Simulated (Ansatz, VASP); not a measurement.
## Two plane-wave programs on AlN

Contents of INCAR:

```
SYSTEM = AlN
PREC = Accurate
ENCUT = 520
EDIFF = 1E-7
ISMEAR = -1
SIGMA = 0.05
LREAL = .False.
LASPH = .True.
NELM = 80
ALGO = Normal
ISIF = 2
LWAVE = .False.
LCHARG = .False.
GGA = PE
NBANDS = 11
```

KPOINTS

```
regular mesh
0
Gamma
  10 10 10
  0 0 0
```

The input POSCAR:

```
AlN
1.0
    0.0000000000      2.1984575146      2.1984575146
    2.1984575146      0.0000000000      2.1984575146
    2.1984575146      2.1984575146      0.0000000000
Al N
1 1
Direct
    0.0000000000      0.0000000000      0.0000000000
    0.2500000000      0.2500000000      0.2500000000
```

The input input.yaml:

```yaml
crystal:
  lattice:
    - [0.0, 2.1984575146, 2.1984575146]
    - [2.1984575146, 0.0, 2.1984575146]
    - [2.1984575146, 2.1984575146, 0.0]
  atoms:
    - { symbol: Al, position: [0.0, 0.0, 0.0] }
    - { symbol: "N", position: [0.25, 0.25, 0.25] }
hamiltonian:
  xc: pbe
  pseudopotentials: { kind: paw }
kpoints:
  mp_grid: { grid: [10, 10, 10] }
scf:
  occupations: { method: fermi_dirac, width: 0.05 }
output:
  forces: true
  stress: true
  eigenvalues: true
```

Change from the starting cell: volume scaled by 1.02.

Alike in both runs: task single point; functional PBE; k mesh 10 × 10 × 10; occupations fermi-dirac, width 0.05 eV; no spin polarisation.

|  | VASP | Ansatz |
| --- | --- | --- |
| version | VASP 6.6.1 | Ansatz 0.2.0 |
| potentials or method | VASP PAW PBE potentials, release 64 (Al, N) | Ansatz PAW |
| plane-wave cutoff (eV) | 520 | 420 |
| valence electrons in the cell | 8 | 8 |

```tsv
	VASP	Ansatz	Ansatz less VASP
gap on the k mesh at the Fermi level (eV)	3.31	3.31	+0.007
least direct gap on the mesh (eV)	4.02	4.01	-0.009
pressure (GPa)	0.6	0.8	+0.27
```

With one functional, cell and mesh, what is left measures potentials, basis and numerics.

Caveats: the pressure holds a Pulay correction of +0.5 GPa for the finite cutoff (Ansatz). A k mesh can miss the band edges.
